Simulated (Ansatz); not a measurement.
Runs of Ansatz 0.2.0 on Al2O3 (Corundum). The structure is trigonal, space group R-3c (No. 167). The conventional cell has a = 4.760 Å, b = 4.760 Å, c = 12.996 Å, α = 90.00°, β = 90.00°, γ = 120.00°. Al (site symmetry 3) has 6 O at 1.85 to 1.97 Å as nearest neighbours. O (site symmetry 2) is surrounded by 4 Al at 1.85 to 1.97 Å. 

```csv
level,cutoff (eV),gap on the mesh (eV),pressure (GPa),largest force (eV/Å)
LDA,420,(d),-5.3,(b)
PBEsol,420,6.11,(c),0.08
RPBE,420,6.31,12.6,0.04
r2SCAN,500,7.11,-0.2,(a)
revPBE,420,6.29,11.3,0.04
BLYP,420,6.48,11.3,0.04
```

Alike in all rows: task projected density of states; potentials or basis Ansatz PAW; no spin polarisation; cell as given; k mesh 7 × 7 × 7; smearing fermi-dirac 0.05 eV.

Fill in the values left out.

(a) 0.06; (b) 0.11; (c) 1.7; (d) 6.16.

Caveats: odd divisions of the mesh miss points on the zone boundary, where band edges often lie, so the gap on the mesh can be too wide; the PAW data sets come from PBE, with cores solved anew for the run's functional, which leaves a small shift of forces and pressure; the density of states is complete only up to the lowest level of the last band computed.

A k mesh can miss the band edges.

Runs at the PBE level aren't shown here.
